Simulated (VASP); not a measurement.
Si:

```
CELL_PARAMETERS angstrom
4.50129 0.00000 0.00000
-2.25064 3.89823 0.00000
0.00000 0.00000 2.51491
ATOMIC_POSITIONS crystal
Si 0.00000 0.00000 0.00000
Si 0.33333 0.66667 0.50000
Si 0.66667 0.33333 0.50000
```

The cell was built by a generator and needn't be a form met in nature.

```yaml
Program: VASP 6.6.1
Task: relaxation of cell and atoms
Functional: PBE
Potentials_or_basis: VASP PAW PBE potentials, release 64 (Si)
Cutoff: 600 eV
k_mesh: 12 × 12 × 18
Occupations: gaussian, width 0.1 eV
Spin: no spin polarisation
```

At the start: pressure 0.8 GPa; volume 14.71 Å³/atom.

Task: How do energy, volume and symmetry change on relaxing?

Result: Over 8 steps the energy falls by 8.2 meV/atom and the volume is 14.73 Å³/atom (+0.2 %); space group P6/mmm (No. 191, to 0.05 Å).

Step by step:
| step | energy change (eV) | largest force (eV/Å) | pressure (GPa) | volume (Å³) |
| --- | --- | --- | --- | --- |
| 1 | 0.0000 | 0.0000 | 0.84 | 44.13 |
| 2 | -0.0169 | 0.0000 | -0.55 | 44.62 |
| 3 | -0.0190 | 0.0000 | -0.95 | 44.77 |
| 4 | -0.0199 | 0.0000 | -1.70 | 45.07 |
| 5 | -0.0202 | 0.0000 | -1.38 | 44.94 |
| 6 | -0.0237 | 0.0000 | 0.10 | 44.17 |
| 7 | -0.0242 | 0.0000 | -0.31 | 44.37 |
| 8 | -0.0245 | 0.0000 | 0.05 | 44.20 |

Final structure:
```yaml
crystal:
  lattice:
    - [4.43729, 0.00000, 0.00000]
    - [-2.21864, 3.84280, 0.00000]
    - [0.00000, 0.00000, 2.59207]
  atoms:
    - { symbol: Si, position: [0.00000, 0.00000, 0.00000] }
    - { symbol: Si, position: [0.33333, 0.66667, 0.50000] }
    - { symbol: Si, position: [0.66667, 0.33333, 0.50000] }
```
